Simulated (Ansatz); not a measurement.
**Li: a tetragonal deformation path**

One table from this session's results is given with a row withheld; the runs are named, their logs left out.

Program: Ansatz 0.2.0. Level of theory: DFT PBE, scalar-relativistic, plane waves, PAW. These are calculated values, not measurements.

### The starting structure

Symmetry: Im-3m, No. 229, cubic system. The conventional cell has a = 3.500 Å, b = 3.500 Å, c = 3.500 Å, α = 90.00°, β = 90.00°, γ = 90.00°. Li (site symmetry m-3m) is surrounded by 8 Li at 3.03 Å.

Coordinates:

```
Li
1.0
    -1.75000    1.75000    1.75000
     1.75000   -1.75000    1.75000
     1.75000    1.75000   -1.75000
Li
1
Cartesian
  0.0000 0.0000 0.0000
```

No relaxation comes first: the listed cell is the starting point.

### Zero of energy

The reference gives a free energy of -204.6867 eV, pressure -0.71 GPa, largest force 0.000 eV/Å and gap on the mesh none (metal). It was computed beforehand with the settings of the runs below.

Set-up of the first run:

At fixed volume and fractional coordinates, lengths along (0.000, 0.000, 1.000) are scaled against those across it; ρ is that ratio over its starting value.

Input file input.yaml:

```yaml
crystal:
  lattice:
    - [-1.9644074722, 1.9644074722, 1.3888360828]
    - [1.9644074722, -1.9644074722, 1.3888360828]
    - [1.9644074722, 1.9644074722, -1.3888360828]
  atoms:
    - { symbol: Li, position: [0.0, 0.0, 0.0] }
basis:
  ecutwfc: 420
kpoints:
  mp_grid: { grid: [22, 22, 22] }
hamiltonian:
  xc: pbe
scf:
  occupations: { method: gaussian, width: 0.15 }
output:
  forces: true
  stress: true
  eigenvalues: true
```

The run is started by

```
ansatz run input.yaml --threads 1 --pin off --max-ram 2560MiB --backend cpu --events-out ev --progress --plain --runs-dir out
```

Steps of the session up to this table: Point ρ = 0.707; Point ρ = 1.414; At ρ = 0.850; Point ρ = 1.200; ρ = 0.780; ρ = 1.300; At ρ = 0.920; At ρ = 1.100; ρ = 0.650; At ρ = 1.500; ρ = 0.960; ρ = 1.050.

One of the session's tables, all rows but one given; the rest of the session is left out.

It belongs to the step «The scan collected». Collected from the runs (energy zero: the undisturbed cell):

| ρ | ΔE (meV/atom) | pressure (GPa) |
| --- | --- | --- |
| 0.650 | 100.5 | -0.4 |
| 0.707 | ? | ? |
| 0.780 | 17.8 | -0.7 |
| 0.850 | 5.1 | -0.7 |
| 0.920 | 0.7 | -0.7 |
| 0.960 | 0.1 | -0.7 |
| 1.000 | 0.0 | -0.7 |
| 1.050 | 0.1 | -0.7 |
| 1.100 | 0.2 | -0.7 |
| 1.200 | -0.1 | -0.7 |
| 1.300 | -0.7 | -0.7 |
| 1.414 | -1.3 | -0.7 |
| 1.500 | -0.6 | -0.7 |

Q: Estimate the row for ρ = 0.707 from the others.

Worked estimate for «ΔE (meV/atom)». A straight line through the neighbours (0.650, 100.5) and (0.780, 17.8) gives 100.5 + (17.8 − 100.5) × (0.707 − 0.650) / (0.780 − 0.650) = 64.2; a parabola fitted to 3 rows on both sides gives 54.8.

**Answer.** ΔE (meV/atom): 50.4; pressure (GPa): -0.6. In «ΔE (meV/atom)» the line misses by +13.8 and the parabola by +4.4.
